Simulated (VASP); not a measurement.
Here is a VASP 6.6.1 calculation.

Contents of INCAR:

```
SYSTEM = H2ClF
PREC     = Accurate       ! precision mode
ENCUT    = 520            ! plane-wave cutoff, eV
EDIFF    = 1E-6           ! SCF threshold, eV
ISMEAR   = -1             ! smearing method
SIGMA    = 0.02           ! smearing width, eV
LREAL    = Auto         
LASPH    = .True.         ! aspherical terms in the spheres
NELM     = 100            ! most SCF steps
ALGO     = Normal         ! electronic algorithm
ISIF     = 2              ! what is computed and relaxed
LWAVE    = .False.        ! write WAVECAR
LCHARG   = .True.         ! write CHGCAR
GGA      = PE             ! functional
LELF     = .True.         ! ELF
LVHAR    = .True.       
NBANDS   = 56             ! bands
```

KPOINTS

```
regular mesh
0
Gamma
  1 1 1
  0 0 0
```

The input POSCAR:

```
H2ClF
1.0
    8.2056080000      0.0000000000      0.0000000000
    0.0000000000      8.2056080000      0.0000000000
    0.0000000000      0.0000000000      8.2056080000
F H Cl
5 10 5
Direct
    0.7516932322      0.7696931172      0.6577087280
    0.6013082760      0.1542237943      0.8366229535
    0.3739515707      0.5333547496     -0.0509895184
    0.7138776310      0.2505116013      0.5144408556
    0.6726131689     -0.0407282434      0.4241733215
    0.7245410700      0.8468232945      0.5775196670
    0.6149818514      0.2400309642      0.9011519926
    0.4318509975      0.6135681841     -0.0044359906
    0.8008669193      0.2500850638      0.4366404050
    0.6550398215      0.0680144604      0.4863259371
    0.1426950934      0.4567120438      0.8730005138
    0.6903815049      0.8006719307      0.8452633857
    0.2209220816      0.0838938443      0.3219871093
    0.3228401844      0.9253671392      0.0509529580
    0.9609525583      0.4725061202      0.2530952003
    0.0113458990      0.4081111357      0.9444029010
    0.6290210305      0.7897038221      0.9905055177
    0.2388975930      0.2463802804      0.3752799305
    0.1792798291      0.8905738612      0.1011868956
    0.8616789883      0.5627005336      0.3565975855
```

Potentials or basis: VASP PAW PBE potentials, release 64 (F, H, Cl).

The run is started by

```bash
$ cat potpaw_PBE.64/F/POTCAR potpaw_PBE.64/H/POTCAR potpaw_PBE.64/Cl/POTCAR > POTCAR
$ mpirun -np 1 vasp_gam > vasp.out
```

Q: What does it give for the largest force?

A: 3.552 eV/Å.

Q: What does it give for the pressure?

A: 0.0 GPa.

Q: Estimate the band gap on the k mesh.

A: 5.26 eV, direct.

Stress tensor (GPa, compression positive):
```
-0.01  0.81  0.57
 0.81 -0.21 -0.44
 0.57 -0.44  0.22
```

PBE gaps usually lie below the measured ones, often by a third to a half.
